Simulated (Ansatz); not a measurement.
## C: equation of state with LDA

Slab: C, a slab with vacuum.

```xyz
4
Lattice="2.4562 0.0000 0.0000 -1.2281 2.1272 0.0000 0.0000 0.0000 24.1340" Properties=species:S:1:pos:R:3 pbc="T T T"
C     1.2281    0.7091   13.7678
C     0.0000    1.4181   10.3661
C     0.0000    0.0000   10.3663
C     0.0000    0.0000   13.7677
```

| Quantity | Value |
| --- | --- |
| Program | Ansatz 0.2.0 |
| Task | equation of state |
| Functional | LDA |
| Potentials or basis | all-electron LAPW, scalar-relativistic |
| Basis error allowed | 0.002 eV/atom |
| k mesh | 12 × 12 × 2 |
| Occupations | fermi-dirac, width 0.05 eV |
| Spin | no spin polarisation |

The equilibrium volume is 31.08 Å³/atom, the bulk modulus at fixed shape and positions is 81 GPa and the pressure derivative of the bulk modulus is 3.5.

Energy against volume, from the lowest point:
```tsv
volume (Å³/atom)	energy (meV/atom)
29.632	18.03
30.263	5.38
30.893	0.00
31.524	1.24
32.154	8.53
32.785	21.32
33.415	39.15
```

All runs of the series together: 2.3 min on 2 threads of Intel(R) Xeon(R) Platinum 8375C CPU @ 2.90GHz (Ice Lake), with other jobs on the host.

Caveat: the cell was scaled at fixed shape and fractional positions, which overstates the stiffness of a crystal with free parameters, most of all of layers and chains.
